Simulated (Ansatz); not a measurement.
The system is CoO.

```
CELL_PARAMETERS angstrom
0.00000 2.13150 2.13150
2.13150 0.00000 2.13150
2.13150 2.13150 0.00000
ATOMIC_POSITIONS crystal
Co 0.00000 0.00000 0.00000
O 0.50000 0.50000 0.50000
```

Program: Ansatz 0.2.0. Alike in all runs: task single point; level PBE; potentials or basis Ansatz PAW; spin collinear, ferromagnetic start; cell as given; k mesh 9 × 9 × 9; cutoff (eV) 420; smearing fermi-dirac 0.05 eV.

Problem. Order these runs on this cell by their pressure, lowest first.
A. fixed moment (μB) 0.5
B. fixed moment (μB) 2.0
C. fixed moment (μB) 3.0
D. fixed moment (μB) 2.5
E. fixed moment (μB) 1.5

Solution. A (-18.2 GPa), E (-12.5 GPa), B (-9.3 GPa), D (-5.5 GPa), C (-1.2 GPa).

Caveats: the total moment is fixed, so each spin has its own Fermi level; a cell with one magnetic atom can't hold antiferromagnetic order, which such compounds often take; the thresholds are loose for stress.
